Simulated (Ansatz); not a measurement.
# AlN: the band gap up the ladder of functionals

The task here is to estimate one member of a computed series from the others.

Program: Ansatz 0.2.0. PAW datasets, plane waves. These are computed values for a spin-unpolarised cell that may be hypothetical; none is a measurement.

## The cell

The cell was relaxed beforehand with r2SCAN.

It is hexagonal, P6_3mc (No. 186); conventional cell a = 3.097 Å, c = 10.034 Å, 10.42 Å³ an atom. Al has 4 N at 1.89–1.90 Å; Al has 4 N at 1.89 Å; N has 4 Al at 1.89–1.90 Å; N has 4 Al at 1.89 Å.

Structure file:

```xyz
8
Lattice="3.0972 0.0000 0.0000 -1.5486 2.6822 0.0000 0.0000 0.0000 10.0339" Properties=species:S:1:pos:R:3 pbc="T T T"
Al    0.0000    0.0000   -0.0127
Al    0.0000    1.7881    2.5069
Al    0.0000    0.0000    5.0043
Al    1.5486    0.8941    7.5238
N     0.0000    0.0000    1.8885
N     0.0000    1.7881    4.3970
N     0.0000    0.0000    6.9055
N     1.5486    0.8941    9.4140
```

Set-up of the first run:

File input.yaml:

```yaml
crystal:
  lattice:
    - [3.0971630264, 0.0, 0.0]
    - [-1.5485815132, 2.6822218605, 0.0]
    - [0.0, 0.0, 10.0339432529]
  atoms:
    - { symbol: Al, position: [0.0, 0.0, -0.0012654039] }
    - { symbol: Al, position: [0.3333333333, 0.6666666667, 0.249839288] }
    - { symbol: Al, position: [0.0, 0.0, 0.4987345961] }
    - { symbol: Al, position: [0.6666666667, 0.3333333333, 0.749839288] }
    - { symbol: "N", position: [0.0, 0.0, 0.1882105907] }
    - { symbol: "N", position: [0.3333333333, 0.6666666667, 0.4382155251] }
    - { symbol: "N", position: [0.0, 0.0, 0.6882105907] }
    - { symbol: "N", position: [0.6666666667, 0.3333333333, 0.9382155251] }
kpoints:
  mp_grid: { grid: [12, 12, 4] }
  band_path:
    path:
      - [[0.0, 0.0, 0.0], [0.5, 1.248340164299e-16, 9.075418992916e-34], [0.3333333333333, 0.3333333333333, 8.707587459297e-34], [0.0, 0.0, 0.0], [1.917239505953e-51, 4.614793664017e-51, 0.5], [0.5, 1.248340164299e-16, 0.5], [0.3333333333333, 0.3333333333333, 0.5], [1.917239505953e-51, 4.614793664017e-51, 0.5]]
      - [[0.5, 1.248340164299e-16, 0.5], [0.5, 1.248340164299e-16, 9.075418992916e-34]]
      - [[0.3333333333333, 0.3333333333333, 0.5], [0.3333333333333, 0.3333333333333, 8.707587459297e-34]]
    npoints: 10
hamiltonian:
  xc: pbe
scf:
  occupations: { method: fermi_dirac, width: 0.02 }
  n_extra_bands: 6
output:
  forces: true
  stress: true
  eigenvalues: true
  write_density: true
  write_potential: true
  elf: true
  volumetric_format: npy
```

Run with:

```sh
$ ansatz run input.yaml --threads 4 --pin off --max-ram 7372MiB --backend cpu --events-out ev --progress --plain --runs-dir out
```

Among the steps run: PBE bands along the symmetry lines; Single point with r2SCAN; Single point with HSE06; PBE0 at the same geometry; LDA at the same geometry; DDH-PBE0 at the same geometry; LC-ωPBE at the same geometry.

One table of the session follows, with a row left open; its other results are not shown here.

| level | gap (eV) |
| --- | --- |
| PBE | 4.04 |
| r2SCAN | 4.67 |
| HSE06 | 5.31 |
| PBE0 | 6.04 |
| LDA | ? |
| DDH-PBE0 | 5.80 |
| LC-ωPBE | 10.52 |

Q: Estimate the row for LDA from the others.

The run gave: gap (eV): 3.95. In the column «gap (eV)» it is the lowest.

Meshes: PBE 12×12×4, r2SCAN 12×12×4, HSE06 6×6×2, PBE0 6×6×2, LDA 12×12×4, DDH-PBE0 6×6×2, LC-ωPBE 6×6×2.

LDA gives the least gap, 3.95 eV, and LC-ωPBE the largest, 10.52 eV. PBE reaches 76 % of the HSE06 value, and r2SCAN 88 %. PBE0 lies 0.74 eV above HSE06, which differs from it by screening the long-range exchange.

Caveats from the session: Warnings in the runs' records: stress exchange threshold loose, stress scf threshold loose.
